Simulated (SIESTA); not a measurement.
**Sn: equation of state with PBEsol**

The system is Sn.

```
Sn
1.0
    -2.02919    2.02919    1.66076
     2.02919   -2.02919    1.66076
     2.02919    2.02919   -1.66076
Sn
1
Direct
  0.00000 0.00000 0.00000
```

This isn't the form of Sn at room conditions, which is tetragonal (white tin).

- Program: SIESTA 5.4.2
- Task: equation of state
- Functional: PBEsol
- Potentials or basis: PseudoDojo 0.4 standard (PBEsol files)
- Basis: DZP (energy shift 0.003 Ry; two zetas on semicore shells)
- Grid cutoff: 500 Ry
- Energy shift: 0.003 Ry
- k mesh: 10 × 10 × 10
- Occupations: fermi-dirac, width 0.05 eV
- Spin: no spin polarisation

* Equilibrium volume: 26.83 Å³/atom
* Bulk modulus at fixed shape and positions: 54 GPa
* Pressure derivative of the bulk modulus: 4.7 (rough: it moves with the points fitted)

Energy against volume, from the lowest point:
| volume (Å³/atom) | energy (meV/atom) |
| --- | --- |
| 25.712 | 8.66 |
| 26.259 | 2.32 |
| 26.806 | 0.00 |
| 27.353 | 1.63 |
| 27.901 | 6.82 |
| 28.448 | 14.77 |
| 28.995 | 25.53 |

All runs of the series together: 3.6 min on 1 thread of Arm Neoverse V1, with other jobs on the host.

Caveat: the cell was scaled at fixed shape and fractional positions, which overstates the stiffness of a crystal with free parameters, most of all of layers and chains; the basis of atomic orbitals isn't converged, which shifts pressures, moduli and gaps.
